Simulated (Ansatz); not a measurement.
Crystal: Al.

```
Al
1.0
    -1.59122    1.59122    1.59122
     1.59122   -1.59122    1.59122
     1.59122    1.59122   -1.59122
Al
1
Direct
  0.00000 0.00000 0.00000
```

This isn't the form of Al at room conditions, which is fcc.

* Program: Ansatz 0.2.0
* Task: relaxation of cell and atoms
* Functional: B3LYP
* Potentials or basis: Ansatz PAW
* Cutoff: 420 eV (not typed: the program's choice for these potentials)
* k mesh: 6 × 6 × 6
* Occupations: fermi-dirac, width 0.05 eV
* Spin: no spin polarisation

At the start: volume 16.12 Å³/atom.

How do energy, volume and symmetry change on relaxing?

It ends after 6 steps and the volume is 17.50 Å³/atom (+8.6 %); space group Im-3m (No. 229, to 0.05 Å).

Step by step:
```
step  energy change (eV)  largest force (eV/Å)  volume (Å³)
   1              0.0000                0.0000        16.12
   2             -0.0236                0.0000        17.39
   3             -0.0237                0.0000        17.47
   4             -0.0245                0.0000        17.47
   5             -0.0245                0.0000        17.50
   6             -0.0245                0.0000        17.50
```

Final structure:
```
Al
1.0
    -1.63553    1.63553    1.63553
     1.63553   -1.63553    1.63553
     1.63553    1.63553   -1.63553
Al
1
Direct
  0.00000 0.00000 0.00000
```

Caveat: the k mesh is coarse (spacing up to 0.47 Å⁻¹), so the values aren't converged, least of all with exact exchange; the plane-wave basis is chosen anew once the cell has moved, so the energies of steps on either side of that aren't comparable; the PAW data sets come from PBE, with cores solved anew for the run's functional, which leaves a small shift of forces and pressure.
